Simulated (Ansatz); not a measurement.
# Ti: a sweep of the smearing

How much do the results for Ti depend on the smearing?

Program: Ansatz 0.2.0. Level of theory: DFT, PBE, all-electron LAPW, scalar-relativistic. These are calculated values, not measurements.

1 further run of the same task is left out (it didn't finish). Runs told in other sessions of the task aren't counted.

### Step 1. The structure to begin with

The structure is hexagonal, space group P6_3/mmc (No. 194). Conventional cell: a = 2.950 Å, b = 2.950 Å, c = 4.686 Å, α = 90.00°, β = 90.00°, γ = 120.00°. Ti (site symmetry -6m2) is surrounded by 12 Ti at 2.90 to 2.95 Å.

As a file:

```
CELL_PARAMETERS angstrom
2.95000 0.00000 0.00000
-1.47500 2.55477 0.00000
0.00000 0.00000 4.68600
ATOMIC_POSITIONS crystal
Ti 0.33333 0.66667 0.25000
Ti 0.66667 0.33333 0.75000
```

The cell comes from a crystallographic database entry that wasn't checked; take it as a given geometry, which may be far from equilibrium.

Atoms are numbered in the order of the input: Ti1, Ti2.

### Step 2. With cold smearing of 0.15 eV

input.yaml

```yaml
crystal:
  lattice:
    - [2.9499978604, 0.0, 0.0]
    - [-1.4749989302, 2.5547730882, 0.0]
    - [0.0, 0.0, 4.686]
  atoms:
    - { symbol: Ti, position: [0.3333333333, 0.6666666667, 0.25] }
    - { symbol: Ti, position: [0.6666666667, 0.3333333333, 0.75] }
kpoints:
  mp_grid: { grid: [13, 13, 7] }
scf:
  occupations: { method: cold, width: 0.15 }
hamiltonian:
  xc: pbe
  pseudopotentials: { kind: all_electron, lapw: { basis_error: 0.0005 } }
output:
  forces: true
  stress: true
  eigenvalues: true
```

Started as:

```sh
ansatz run input.yaml --threads 1 --pin off --max-ram 2048MiB --backend cpu --events-out ev --progress --plain --runs-dir out
```

Output (excerpt; [...] marks lines left out):

```text
LAPW: plane waves up to 7.884 Å⁻¹, error target 5.0e-4 eV per atom; small_component_spin mean_spin; Ti in spheres of 1.448 Å, 12 of its electrons in bands, Dirac shells []
[...]
Pseudopotentials: kind: all_electron
Pseudopotential: Ti, LAPW, valence charge 12, Koelling and Harmon's equation, gaussian nucleus
Functional definition: PBE
[...]
Crystal: 2 atoms, lattice volume = 35.316 Å³
Basis set: ecut = 236.82685903052754 eV, 299 PW (Γ), exchange–correlation at level 2
Bands: 16, of which v1, the nominal top of the filled ones, is band 12 counted from 1 (11 counted from 0)
Symmetry: 24 space group operations
Space group: P63/mmc (ITA 194), of the structure as read, at distance tolerance 3.3e-5 Å
k-points: 84 of 1183
[...]
SCF iter   1: F=—  HF=-46467.033031 eV  |F-HF|=—  |Δ(HF+E_count)|=         —  Δρ=2.58e-2  dr2=1.74e-1  ethr=7.21e-4  ⟨swp⟩=2.6  Hψ=9548  notcnv=0
[...]
the basis was enlarged: its passes take 746.8 KiB over the memory plan, 1 of 1 planned eigensolver slots
[...]
SCF iter   6: F=-46466.660046 eV  HF=-46466.660046 eV  |F-HF|=3.70e-9  |Δ(HF+E_count)|=   1.31e-6  S|Δr|=    0.00e0  Δρ=5.62e-6  dr2=8.94e-9  ethr=8.57e-9  ⟨swp⟩=2.8  Hψ=4342  notcnv=0
[...]
SCF converged after 6 iterations
Stability not checked: this state was not tested for a lower state beside it, because cold or Methfessel-Paxton smearing, or corrected tetrahedra, fill the levels in a way that the test cannot read (fill_not_monotonic; see scf.lower_state_search)
Free energy (F): -46466.660046 eV
[...]
E sigma→0 (E₀):  -46466.658893 eV
Entropy (-TS):   -0.003460 eV (-1.730 meV/atom)
Fermi energy:    13.539674 eV
Step filling:    the computed levels leave a gap of 0.0169 eV = 0.1 smearing widths at the electron count; against every level under it full and every level over it empty, smearing changes F+E_penalty+E_count by -2.001 meV and its σ→0 estimate by -0.848 meV
[...]
--- Forces (eV/Å), atoms counted from 1 ---
  atom   1  Ti     0.00000000    -0.00000000     0.00000000
  atom   2  Ti     0.00000000     0.00000000     0.00000000
[...]
--- Stress (GPa, compression-positive) ---
       -1.553205       0.000000       0.000000
       -0.000000      -1.553205       0.000000
        0.000000       0.000000      -1.967433
  P = ⅓ Tr σ = -1.6913 GPa (-16.913 kbar)
--- Band table (eV; the first three rows and the last of 84) ---
  k-point 0: bands = ["-43.3165", "-43.1889", "-19.9023", "-19.2886", "-19.2886", "-19.2320", "-19.1938", "-19.1938", "7.3806", "10.8824", "14.2192", "14.3008", "14.3008", "14.3879", "14.7835", "14.7835"]
[...]
```

Run time: 11 s. Hardware: 1 thread of Arm Neoverse V1, shared host; peak memory 0.34 GiB.

Result: pressure -1.69 GPa; no gap.

### Step 3. With Fermi–Dirac smearing of 0.28 eV

Edit input.yaml of step 2 so:

```diff
@@ -11,3 +11,3 @@
 scf:
-  occupations: { method: cold, width: 0.15 }
+  occupations: { method: fermi_dirac, width: 0.28 }
 hamiltonian:
```

Started as:

```sh
ansatz run input.yaml --threads 1 --pin off --max-ram 2048MiB --backend cpu --events-out ev --progress --plain --runs-dir out
```

Output (excerpt; [...] marks lines left out):

```text
LAPW: plane waves up to 7.884 Å⁻¹, error target 5.0e-4 eV per atom; small_component_spin mean_spin; Ti in spheres of 1.448 Å, 12 of its electrons in bands, Dirac shells []
band count auto-derived: 18 (N_el = 24.0; filled up to band 12; 16 by the electrons, moments and atoms)
[...]
[... 3 set-up lines as earlier in the session ...]
[...]
Crystal: 2 atoms, lattice volume = 35.316 Å³
Basis set: ecut = 236.82685903052754 eV, 299 PW (Γ), exchange–correlation at level 2
Bands: 18, of which v1, the nominal top of the filled ones, is band 12 counted from 1 (11 counted from 0)
[... 2 set-up lines as earlier in the session ...]
k-points: 84 of 1183
[...]
SCF iter   1: F=—  HF=-46467.336800 eV  |F-HF|=—  |Δ(HF+E_count)|=         —  Δρ=2.36e-2  dr2=1.43e-1  ethr=5.90e-4  ⟨swp⟩=3.0  Hψ=19965  notcnv=0
[...]
the basis was enlarged: its passes take 141.3 KiB over the memory plan, 1 of 1 planned eigensolver slots
[...]
SCF iter   7: F=-46467.012268 eV  HF=-46467.012268 eV  |F-HF|=1.46e-11  |Δ(HF+E_count)|=   4.49e-8  Δρ=5.40e-7  dr2=4.50e-11  ethr=8.12e-11  ⟨swp⟩=2.3  Hψ=5410  notcnv=0
[...]
SCF converged after 7 iterations
Free energy (F): -46467.012268 eV
[...]
E sigma→0 (E₀):  -46466.621577 eV
Entropy (-TS):   -0.781381 eV (-390.691 meV/atom)
Fermi energy:    13.470047 eV
[...]
--- Forces (eV/Å), atoms counted from 1 ---
  atom   1  Ti    -0.00000000    -0.00000000     0.00000000
  atom   2  Ti    -0.00000000     0.00000000     0.00000000
[...]
--- Stress (GPa, compression-positive) ---
        0.087583      -0.000000       0.000000
       -0.000000       0.087583       0.000000
        0.000000       0.000000       0.826077
  P = ⅓ Tr σ = 0.3337 GPa (3.337 kbar)
--- Band table (eV; the first three rows and the last of 84) ---
[... band rows left out ...]
[...]
```

Wall time 17 s (1 thread of Arm Neoverse V1, shared host); peak memory 0.4 GiB.

Read from it: pressure 0.33 GPa; no gap.

### Step 4. With Gaussian smearing of 0.2 eV

Edit input.yaml of step 3 so:

```diff
@@ -11,3 +11,3 @@
 scf:
-  occupations: { method: fermi_dirac, width: 0.28 }
+  occupations: { method: gaussian, width: 0.2 }
 hamiltonian:
```

Started as:

```sh
ansatz run input.yaml --threads 1 --pin off --max-ram 2048MiB --backend cpu --events-out ev --progress --plain --runs-dir out
```

Output (excerpt; [...] marks lines left out):

```text
LAPW: plane waves up to 7.884 Å⁻¹, error target 5.0e-4 eV per atom; small_component_spin mean_spin; Ti in spheres of 1.448 Å, 12 of its electrons in bands, Dirac shells []
[...]
[... 3 set-up lines as earlier in the session ...]
[...]
Crystal: 2 atoms, lattice volume = 35.316 Å³
Basis set: ecut = 236.82685903052754 eV, 299 PW (Γ), exchange–correlation at level 2
Bands: 16, of which v1, the nominal top of the filled ones, is band 12 counted from 1 (11 counted from 0)
[... 2 set-up lines as earlier in the session ...]
k-points: 84 of 1183
[...]
SCF iter   1: F=—  HF=-46467.049761 eV  |F-HF|=—  |Δ(HF+E_count)|=         —  Δρ=2.57e-2  dr2=1.72e-1  ethr=7.12e-4  ⟨swp⟩=2.6  Hψ=9554  notcnv=0
[...]
SCF iter   6: F=-46466.679821 eV  HF=-46466.679821 eV  |F-HF|=3.17e-9  |Δ(HF+E_count)|=   1.31e-6  Δρ=5.15e-6  dr2=7.19e-9  ethr=8.09e-9  ⟨swp⟩=2.8  Hψ=4391  notcnv=0
[...]
SCF converged after 6 iterations
Free energy (F): -46466.679821 eV
[...]
E sigma→0 (E₀):  -46466.657636 eV
Entropy (-TS):   -0.044369 eV (-22.185 meV/atom)
Fermi energy:    13.518232 eV
[...]
--- Forces (eV/Å), atoms counted from 1 ---
  atom   1  Ti    -0.00000000    -0.00000000     0.00000000
  atom   2  Ti    -0.00000000     0.00000000     0.00000000
[...]
--- Stress (GPa, compression-positive) ---
       -1.461650      -0.000000       0.000000
       -0.000000      -1.461650       0.000000
        0.000000       0.000000      -1.851967
  P = ⅓ Tr σ = -1.5918 GPa (-15.918 kbar)
--- Band table (eV; the first three rows and the last of 84) ---
  k-point 0: bands = ["-43.3120", "-43.1843", "-19.8935", "-19.2868", "-19.2868", "-19.2229", "-19.1919", "-19.1919", "7.3807", "10.8839", "14.2214", "14.3008", "14.3008", "14.3934", "14.7835", "14.7835"]
[...]
```

Wall time 11 s (1 thread of Arm Neoverse V1, shared host); peak memory 0.34 GiB.

This run gives: pressure -1.59 GPa; no gap.

### Step 5. With Methfessel–Paxton smearing of 0.2 eV

Edit input.yaml of step 4 so:

```diff
@@ -11,3 +11,3 @@
 scf:
-  occupations: { method: gaussian, width: 0.2 }
+  occupations: { method: methfessel_paxton, width: 0.2 }
 hamiltonian:
```

Started as:

```sh
ansatz run input.yaml --threads 1 --pin off --max-ram 2048MiB --backend cpu --events-out ev --progress --plain --runs-dir out
```

Output (excerpt; [...] marks lines left out):

```text
LAPW: plane waves up to 7.884 Å⁻¹, error target 5.0e-4 eV per atom; small_component_spin mean_spin; Ti in spheres of 1.448 Å, 12 of its electrons in bands, Dirac shells []
[...]
[... 3 set-up lines as earlier in the session ...]
[...]
Crystal: 2 atoms, lattice volume = 35.316 Å³
Basis set: ecut = 236.82685903052754 eV, 299 PW (Γ), exchange–correlation at level 2
Bands: 16, of which v1, the nominal top of the filled ones, is band 12 counted from 1 (11 counted from 0)
[... 2 set-up lines as earlier in the session ...]
k-points: 84 of 1183
[...]
SCF iter   1: F=—  HF=-46467.031128 eV  |F-HF|=—  |Δ(HF+E_count)|=         —  Δρ=2.59e-2  dr2=1.75e-1  ethr=7.23e-4  ⟨swp⟩=2.6  Hψ=9548  notcnv=0
[...]
Free energy (F): -46466.656808 eV
[...]
E sigma→0 (E₀):  -46466.657921 eV
Entropy (-TS):   0.004452 eV (2.226 meV/atom)
Fermi energy:    13.542323 eV
Step filling:    the computed levels leave a gap of 0.0171 eV = 0.1 smearing widths at the electron count; against every level under it full and every level over it empty, smearing changes F+E_penalty+E_count by +1.235 meV and its σ→0 estimate by +0.122 meV
[...]
--- Forces (eV/Å), atoms counted from 1 ---
  atom   1  Ti     0.00000000    -0.00000000     0.00000000
  atom   2  Ti     0.00000000     0.00000000     0.00000000
[...]
--- Stress (GPa, compression-positive) ---
       -1.552830      -0.000000       0.000000
        0.000000      -1.552830       0.000000
        0.000000       0.000000      -1.985250
  P = ⅓ Tr σ = -1.6970 GPa (-16.970 kbar)
--- Band table (eV; the first three rows and the last of 84) ---
  k-point 0: bands = ["-43.3187", "-43.1911", "-19.9039", "-19.2909", "-19.2909", "-19.2338", "-19.1960", "-19.1960", "7.3805", "10.8817", "14.2192", "14.2993", "14.2993", "14.3866", "14.7818", "14.7818"]
[...]
```

Wall time 11 s (1 thread of Arm Neoverse V1, shared host); peak memory 0.34 GiB.

This run gives: pressure -1.70 GPa; no gap.

### Step 6. With tetrahedron filling

Edit input.yaml of step 5 so:

```diff
@@ -11,3 +11,3 @@
 scf:
-  occupations: { method: methfessel_paxton, width: 0.2 }
+  occupations: { method: tetrahedron }
 hamiltonian:
```

Started as:

```sh
ansatz run input.yaml --threads 1 --pin off --max-ram 2048MiB --backend cpu --events-out ev --progress --plain --runs-dir out
```

Output (excerpt; [...] marks lines left out):

```text
Warning: output.forces, output.stress, relax.cell or npt_langevin: where a Kohn–Sham band that disperses or a degenerate level is filled in part under the method tetrahedron, the forces or the stress that this run publishes need not agree with its energy (scf.occupations.method in the [...]
LAPW: plane waves up to 7.884 Å⁻¹, error target 5.0e-4 eV per atom; small_component_spin mean_spin; Ti in spheres of 1.448 Å, 12 of its electrons in bands, Dirac shells []
[...]
[... 3 set-up lines as earlier in the session ...]
[...]
davidson cushion auto → on  (no smearing: the cushion is to keep the highest requested band from converging to the state above it; pin scf.eigensolver.cushion to override)
Crystal: 2 atoms, lattice volume = 35.316 Å³
Basis set: ecut = 236.82685903052754 eV, 299 PW (Γ), exchange–correlation at level 2
[...]
SCF converged after 6 iterations
Stability not checked: this state was not tested for a lower state beside it, because cold or Methfessel-Paxton smearing, or corrected tetrahedra, fill the levels in a way that the test cannot read (fill_not_monotonic; see scf.lower_state_search)
Free energy (F): -46466.659186 eV
[...]
E sigma→0 (E₀):  -46466.659186 eV
Entropy (-TS):   -0.000038 eV (-0.019 meV/atom)
Fermi energy:    13.552797 eV
[...]
--- Forces (eV/Å), atoms counted from 1 ---
  atom   1  Ti     0.00000000    -0.00000000     0.00000000
  atom   2  Ti     0.00000000     0.00000000     0.00000000
[...]
--- Stress (GPa, compression-positive) ---
       -1.614701       0.000000       0.000000
       -0.000000      -1.614701       0.000000
        0.000000       0.000000      -1.863454
  P = ⅓ Tr σ = -1.6976 GPa (-16.976 kbar)
--- Band table (eV; the first three rows and the last of 84) ---
  k-point 0: bands = ["-43.3179", "-43.1903", "-19.9043", "-19.2896", "-19.2896", "-19.2341", "-19.1948", "-19.1948", "7.3806", "10.8815", "14.2190", "14.3002", "14.3002", "14.3865", "14.7828", "14.7828"]
[...]
```

Wall time 9.9 s (1 thread of Arm Neoverse V1, shared host); peak memory 0.33 GiB.

### Step 7. The sweep in one table

| smearing | energy from the first row (meV/atom) | SCF cycles, by the record's count | time |
| --- | --- | --- | --- |
| cold smearing of 0.15 eV | 0.00 | 6 | 11 s |
| Fermi–Dirac smearing of 0.28 eV | 18.66 | 7 | 17 s |
| Gaussian smearing of 0.2 eV | 0.63 | 6 | 11 s |
| Methfessel–Paxton smearing of 0.2 eV | 0.49 | 6 | 11 s |
| tetrahedron filling | -0.15 | 6 | 9.9 s |

Energies are those extrapolated to zero smearing.

### Step 8. Outcome

```
                                                                quantity                                            value
largest change of energy from «cold smearing of 0.15 eV» (zero smearing)  18.7 meV/atom (Fermi–Dirac smearing of 0.28 eV)
                                      pressure, lowest to highest (LAPW)                                -1.70 to 0.33 GPa
```

Across the runs the energy spans 18.8 meV/atom. The pressure spans 2.03 GPa (LAPW, the tetrahedron run left out, since its derivatives are unreliable).
